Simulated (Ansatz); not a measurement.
# AlRu (rocksalt type): the cost of one run

Method: DFT PBE, with the methods named in each step, in Ansatz 0.2.0.

**1. Starting point**

The structure is cubic, space group Fm-3m (No. 225). Conventional cell: a = 4.986 Å, b = 4.986 Å, c = 4.986 Å, α = 90.00°, β = 90.00°, γ = 90.00°. Around Ru (site symmetry m-3m) lie 6 Al at 2.49 Å. Al (site symmetry m-3m) has 6 Ru at 2.49 Å as nearest neighbours.

Structure file:

```cif
data_structure
_symmetry_space_group_name_H-M 'P 1'
_symmetry_Int_Tables_number 1
_cell_length_a 3.5254
_cell_length_b 3.5254
_cell_length_c 3.5254
_cell_angle_alpha 60.000
_cell_angle_beta 60.000
_cell_angle_gamma 60.000
_cell_volume 30.98
loop_
_atom_site_label
_atom_site_type_symbol
_atom_site_fract_x
_atom_site_fract_y
_atom_site_fract_z
_atom_site_occupancy
Ru1 Ru 0.00000 0.00000 0.00000 1
Al1 Al 0.50000 0.50000 0.50000 1
```

Whether this phase is the stable one at these pressures isn't tested.

Atoms are numbered in the order of the input: Ru1, Al2.

**2. The reference volume, LAPW**

Contents of input.yaml:

```yaml
crystal:
  lattice:
    - [0.0, 2.4928418966, 2.4928418966]
    - [2.4928418966, 0.0, 2.4928418966]
    - [2.4928418966, 2.4928418966, 0.0]
  atoms:
    - { symbol: Ru, position: [0.0, 0.0, 0.0] }
    - { symbol: Al, position: [0.5, 0.5, 0.5] }
kpoints:
  mp_grid: { grid: [14, 14, 14] }
  band_path:
    path:
      - [0.0, 0.0, 0.0]
      - [0.5, 0.0, 0.5]
      - [0.625, 0.25, 0.625]
      - [0.375, 0.375, 0.75]
      - [0.0, 0.0, 0.0]
      - [0.5, 0.5, 0.5]
      - [0.5, 0.25, 0.75]
      - [0.5, 0.0, 0.5]
    npoints: 14
scf:
  occupations: { method: fermi_dirac, width: 0.1 }
hamiltonian:
  xc: pbe
  pseudopotentials: { kind: all_electron, lapw: { basis_error: 0.001 } }
output:
  forces: true
  stress: true
  eigenvalues: true
  populations: true
  dos: { projected: true, de: 0.2, e_range: [-14, 8] }
```

The run is started by

```bash
$ ansatz run input.yaml --threads 1 --pin off --max-ram 2048MiB --backend cpu --events-out ev --progress --plain --runs-dir out
```

Q: Estimate wall time and peak memory on 1 thread of Arm Neoverse V2, shared host.

About 27 s, with a peak of 0.43 GiB.
